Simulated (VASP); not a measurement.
# TaAs in VASP: reference runs

Reference runs on TaAs: the cell as given.

Everything below comes from runs of VASP 6.6.1. Logs are shortened: lines on timing, memory, paths and dates and some standing lists are left out, and cuts for length are marked.

## (1) The undisturbed slab

The cell holds a slab with vacuum, 8 atoms: a = 3.444 Å, b = 3.444 Å, c = 24.772 Å, α = 90.00°, β = 90.00°, γ = 90.00°.

## (2) Single point, PBE (the (0 0 1) slab of TaAs, cut from the database cell, not relaxed)

Input file INCAR:

```
SYSTEM = TaAs
PREC = Accurate ; ENCUT = 520
EDIFF = 1E-7 ; ISMEAR = -1
SIGMA = 0.05 ; LREAL = .False.
LASPH = .True. ; NELM = 80
ALGO = Normal ; ISIF = 2
LWAVE = .False. ; LCHARG = .False.
LDIPOL = .True. ; IDIPOL = 3
DIPOL = 0.5 0.5 0.500 ; GGA = PE
NBANDS = 42
```

Input file KPOINTS:

```
Automatic mesh
0
Gamma
  8 8 1
  0 0 0
```

Input file POSCAR:

```
TaAs
1.0
    3.4436267244      0.0000000000      0.0000000000
    0.0000000000      3.4436267244      0.0000000000
    0.0000000000      0.0000000000     24.7720569659
Ta As
4 4
Direct
    0.5000000000      0.5000000000      0.3027604857
    0.0000000000      0.5000000000      0.4211992077
    0.0000000000      0.0000000000      0.5396379297
    0.5000000000      0.0000000000      0.6580766517
    0.0000000000      0.0000000000      0.3419233483
    0.5000000000      0.0000000000      0.4603620703
    0.5000000000      0.5000000000      0.5788007923
    0.0000000000      0.5000000000      0.6972395143
```

Potentials or basis: VASP PAW PBE potentials, release 64 (Ta_pv, As).

The run is started by

```console
cat potpaw_PBE.64/Ta_pv/POTCAR potpaw_PBE.64/As/POTCAR > POTCAR
mpirun -np 1 vasp_std > vasp.out
```

OUTCAR:

```text
SYSTEM = TaAs
   PREC = Accurate
   ENCUT = 520
   EDIFF = 1E-7
   ISMEAR = -1
   LREAL = .False.
   LASPH = .True.
   NELM = 80
   ISIF = 2
   GGA = PE

 ion  position               nearest neighbor table
   1  0.500  0.500  0.303-   5 2.62   5 2.62   5 2.62   5 2.62   2 3.40   2 3.40
   2  0.000  0.500  0.421-   5 2.61   5 2.61   6 2.62   6 2.62   6 2.62   6 2.62   3 3.40   1 3.40
                             3 3.40   1 3.40
   3  0.000  0.000  0.540-   6 2.61   6 2.61   7 2.62   7 2.62   7 2.62   7 2.62   4 3.40   4 3.40
                             2 3.40   2 3.40
   4  0.500  0.000  0.658-   7 2.61   7 2.61   8 2.62   8 2.62   8 2.62   8 2.62   3 3.40   3 3.40

   5  0.000  0.000  0.342-   2 2.61   2 2.61   1 2.62   1 2.62   1 2.62   1 2.62
   6  0.500  0.000  0.460-   3 2.61   3 2.61   2 2.62   2 2.62   2 2.62   2 2.62
   7  0.500  0.500  0.579-   4 2.61   4 2.61   3 2.62   3 2.62   3 2.62   3 2.62
   8  0.000  0.500  0.697-   4 2.62   4 2.62   4 2.62   4 2.62

  LATTYP: Found a simple tetragonal cell.
 ALAT       =     3.4436267244
 C/A-ratio  =     7.1935952844

  Lattice vectors:

 A1 = (   3.4436267244,   0.0000000000,   0.0000000000)
 A2 = (   0.0000000000,   3.4436267244,   0.0000000000)
 A3 = (   0.0000000000,   0.0000000000,  24.7720569659)

Analysis of symmetry for initial positions (statically):
=====================================================================
 Subroutine PRICEL returns:
 Original cell was already a primitive cell.

 Routine SETGRP: Setting up the symmetry group for a
 simple tetragonal supercell.

 Subroutine GETGRP returns: Found  4 space group operations
 (whereof  4 operations were pure point group operations)
 out of a pool of 16 trial point group operations.

The static configuration has the point symmetry C_2v.

Analysis of symmetry for dynamics (positions and initial velocities):
=====================================================================
 Subroutine PRICEL returns:
 Original cell was already a primitive cell.

 Routine SETGRP: Setting up the symmetry group for a
 simple tetragonal supercell.

 Subroutine GETGRP returns: Found  4 space group operations
 (whereof  4 operations were pure point group operations)
 out of a pool of 16 trial point group operations.

The dynamic configuration has the point symmetry C_2v.

 Subroutine INISYM returns: Found  4 space group operations
 (whereof  4 operations are pure point group operations),
 and found     1 'primitive' translations

----------------------------------------------------------------------------------------
[... 120 lines left out ...]
   EFERMI_NEDOS =   21; number of points for ismear=-14 and -15
   IALGO  =     38    algorithm
   IMIX   =      4    mixing-type and parameters
     AMIX     =   0.40;   BMIX     =  1.00
     AMIX_MAG =   1.60;   BMIX_MAG =  1.00
  volume/ion in A,a.u.               =      36.72       247.80
  Fermi-wavevector in a.u.,A,eV,Ry     =   0.985077  1.861525 13.202771  0.970376
  Thomas-Fermi vector in A             =   2.116357
   LORBIT       =      0    0 simple, 1 ext, 2 COOP (PROOUT), +10 PAW based schemes
   GGA     = PE    functional components
   LHFCALC =     F    Hartree Fock is set to
   AEXX    =    0.0000 exact exchange contribution
   IVDW    =     0    specifies the selected vdW correction
   LEPSILON=     F    determine dielectric tensor
   LRPA    =     F    only Hartree local field effects (RPA)
 non-spin polarized calculation
  energy-cutoff  :      520.00
  volume of cell :      293.76
 maximum number of plane-waves:      7936
 NGX is ok and might be reduce to    28
   NGX = 13   NGY = 13   NGZ = 93

 dipolmoment           0.000000      0.000000     -0.114838 electrons x Angstroem

 number of electron      64.0000003 magnetization

 dipolmoment           0.000000      0.000000      0.036534 electrons x Angstroem

 Free energy of the ion-electron system (eV)
  ---------------------------------------------------
  ext. energy  EPLUGINS =         0.00000000
  ---------------------------------------------------
  free energy    TOTEN  =       -67.01593636 eV

  energy without entropy =      -66.98125087  energy(sigma->0) =      -66.99859361

 E-fermi :   0.8103     XC(G=0):  -6.4417

 val. band max:        0.8057821727   @ k =   0.3750   0.3750   0.0000
 cond. band min:       0.8201941324   @ k =  -0.1250   0.5000   0.0000
 fundamental gap:      0.0144119598
 Fermi energy:         0.8102695041

 k-point     1 :       0.0000    0.0000    0.0000
  band No.  band energies     occupation
      1     -34.1964      2.00000
      2     -34.1182      2.00000
      3     -34.0886      2.00000
      4     -34.0554      2.00000
      5     -34.0106      2.00000
      6     -33.9908      2.00000
[... 1069 lines left out ...]
     41       4.2282      0.00000
     42       4.2810      0.00000

 [... further k-points ...]

------------------------ aborting loop because EDIFF is reached ----------------------------------------

 vacuum level on the upper side and lower side of the slab       (xc-potential included)         0.189        -0.403

  FORCE on cell =-STRESS in cart. coord.  units (eV):
  Direction    XX          YY          ZZ          XY          YZ          ZX
  --------------------------------------------------------------------------------------
  -------------------------------------------------------------------------------------
  Total       -1.8685547     -0.5965175      0.9417608      0.0000000      0.0000000      0.0000000
  in kB      -10.1911266     -3.2534158      5.1363779      0.0000000      0.0000000      0.0000000
  external PRESSURE =      -2.7693881 kB  Pullay stress =       0.0000000 kB

 VOLUME and BASIS-vectors are now :
 -----------------------------------------------------------------------------
  energy-cutoff  :      520.00
  volume of cell :      293.76
      direct lattice vectors                 reciprocal lattice vectors
     3.443626724  0.000000000  0.000000000     0.290391520  0.000000000  0.000000000
     0.000000000  3.443626724  0.000000000     0.000000000  0.290391520  0.000000000
     0.000000000  0.000000000 24.772056966     0.000000000  0.000000000  0.040368065

 POSITION                                       TOTAL-FORCE (eV/Angst)
 -----------------------------------------------------------------------------------
      1.72181      1.72181      7.50000         0.000000      0.000000      0.831500
      0.00000      1.72181     10.43397         0.000000      0.000000     -0.205399
      0.00000      0.00000     13.36794         0.000000      0.000000     -0.268912
      1.72181      0.00000     16.30191         0.000000      0.000000     -0.261192
      0.00000      0.00000      8.47014         0.000000      0.000000     -0.821769
      1.72181      0.00000     11.40412         0.000000      0.000000      0.121409
      1.72181      1.72181     14.33809         0.000000      0.000000      0.045165
      0.00000      1.72181     17.27206         0.000000      0.000000      0.559198
 -----------------------------------------------------------------------------------
    total drift:                               -0.000000     -0.000000     -0.000080

  FREE ENERGIE OF THE ION-ELECTRON SYSTEM (eV)
  ---------------------------------------------------
  free  energy   TOTEN  =       -67.0159363594 eV

  energy  without entropy=      -66.9812508674  energy(sigma->0) =      -66.99859361

 vacuum level on the upper side and lower side of the slab         5.748         5.144
```

OSZICAR:

```text
N       E                     dE             d eps       ncg     rms          rms(c)
DAV:   1     0.471508393691E+03    0.47151E+03   -0.32662E+04  2572   0.132E+03
DAV:   2    -0.414073481695E+02   -0.51292E+03   -0.49690E+03  2536   0.318E+02
DAV:   3    -0.706466744610E+02   -0.29239E+02   -0.28212E+02  2654   0.673E+01
[... 26 lines left out ...]
DAV:  30    -0.670159346339E+02   -0.20192E-05   -0.10957E-07  1792   0.781E-04    0.516E-04
DAV:  31    -0.670159356021E+02   -0.96821E-06   -0.47821E-08  1664   0.611E-04    0.398E-04
DAV:  32    -0.670159361795E+02   -0.57738E-06   -0.58000E-08  1710   0.701E-04    0.241E-04
DAV:  33    -0.670159363319E+02   -0.15241E-06   -0.18125E-08  1448   0.491E-04    0.947E-05
DAV:  34    -0.670159363594E+02   -0.27486E-07   -0.69155E-09  1352   0.271E-04
   1 F= -.67015936E+02 E0= -.66998594E+02  d E =-.346855E-01
```

stdout:

```text
POSCAR found type information on POSCAR TaAs
 POSCAR found :  2 types and       8 ions
 scaLAPACK will be used
 LDA part: xc-table for (Slater+PW92), standard interpolation
 POSCAR, INCAR and KPOINTS ok, starting setup
 FFT: planning ... GRIDC
 FFT: planning ... GRID_SOFT
 FFT: planning ... GRID
 WAVECAR not read
 entering main loop
```

It took 12 min on 1 thread of Intel Xeon Platinum 8488C (Sapphire Rapids), shared host; peak memory 0.56 GiB.

What came out:

| Quantity | Value |
| --- | --- |
| Free energy | -67.0159 eV |
| Largest force | 0.832 eV/Å |
| Band gap on the k mesh | none (metal or under the smearing width) |

Forces on the atoms (eV/Å):
```
Ta   0.000  0.000  0.832
Ta   0.000  0.000 -0.205
Ta   0.000  0.000 -0.269
Ta   0.000  0.000 -0.261
As   0.000  0.000 -0.822
As   0.000  0.000  0.121
As   0.000  0.000  0.045
As   0.000  0.000  0.559
```

Spin-orbit coupling is left out, which matters for the levels of Ta.
